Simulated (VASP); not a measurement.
Sn:

```xyz
2
Lattice="-2.9401 2.9401 1.5993 2.9401 -2.9401 1.5993 2.9401 2.9401 -1.5993" Properties=species:S:1:pos:R:3 pbc="T T T"
Sn    0.0000    0.0000    0.0000
Sn    0.0000    2.9401    0.7997
```

Base run:

| Item | Value |
| --- | --- |
| Program | VASP 6.6.1 |
| Functional | PBE |
| Potentials or basis | VASP PAW PBE potentials, release 64 (Sn_d) |
| Cutoff | 520 eV |
| k mesh | 9 × 9 × 9 |
| Occupations | fermi-dirac, width 0.05 eV |
| Spin | no spin polarisation |

Its results: band gap on the k mesh none (metal or under the smearing width); pressure 1.3 GPa.

Task: The run is repeated on the same cell with these changes: functional from PBE to PBEsol; occupations from fermi-dirac, width 0.05 eV to gaussian, width 0.1 eV. What comes out?

Result: Band gap on the k mesh none (metal or under the smearing width); pressure -1.5 GPa.

Caveats: the PAW data sets were made with another functional, which shifts forces and pressure a little (some runs).

Not every run made on this cell is shown here.
